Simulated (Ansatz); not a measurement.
Input and command of a plane-wave DFT calculation in Ansatz:

```yaml
crystal:
  lattice:
    - [1.7857375322, -1.7857375322, 0.0]
    - [1.7857375322, 0.0, -1.7857375322]
    - [7.2872876961, 7.2872876961, 7.2872876961]
  atoms:
    - { symbol: C, position: [0.6666666667, 0.6666666667, 0.2655016753] }
    - { symbol: C, position: [0.0, 0.0, 0.1021361355] }
    - { symbol: C, position: [0.3333333333, 0.3333333333, 0.4288672151] }
    - { symbol: C, position: [0.6666666667, 0.6666666667, 0.7555982947] }
    - { symbol: C, position: [1.0, 1.0, 0.5922327549] }
    - { symbol: C, position: [0.3333333333, 0.3333333333, 0.9189638345] }
    - { symbol: C, position: [0.6666666667, 0.6666666667, 0.3880258301] }
    - { symbol: C, position: [1.0, 1.0, 0.2246602903] }
    - { symbol: C, position: [0.3333333333, 0.3333333333, 0.5513913699] }
    - { symbol: C, position: [0.6666666667, 0.6666666667, 0.8781224495] }
    - { symbol: C, position: [0.0, 0.0, 0.7147569097] }
    - { symbol: C, position: [0.3333333333, 0.3333333333, 0.0612947505] }
basis:
  ecutwfc: 420
kpoints:
  mp_grid: { grid: [10, 10, 2] }
hamiltonian:
  xc: pbe
scf:
  occupations: { method: gaussian, width: 0.05 }
output:
  forces: true
  stress: true
  eigenvalues: true
```

```bash
ansatz run input.yaml --threads 2 --pin off --max-ram 5120MiB --backend cpu --events-out ev --progress --plain --runs-dir out
```

Processor: Intel(R) Xeon(R) 6975P-C (Granite Rapids), 2 threads, on a host shared with other jobs.

Problem. Estimate time, memory and problem size.

Solution. About 0.97 s on 2 threads of Intel(R) Xeon(R) 6975P-C (Granite Rapids) (shared host), peak memory 0.4 GiB. It solves 36 bands at 28 k points (the mesh reduced by the symmetry that the task leaves, which can be less than the crystal's) with about 1381 plane waves, in 6 SCF iterations.
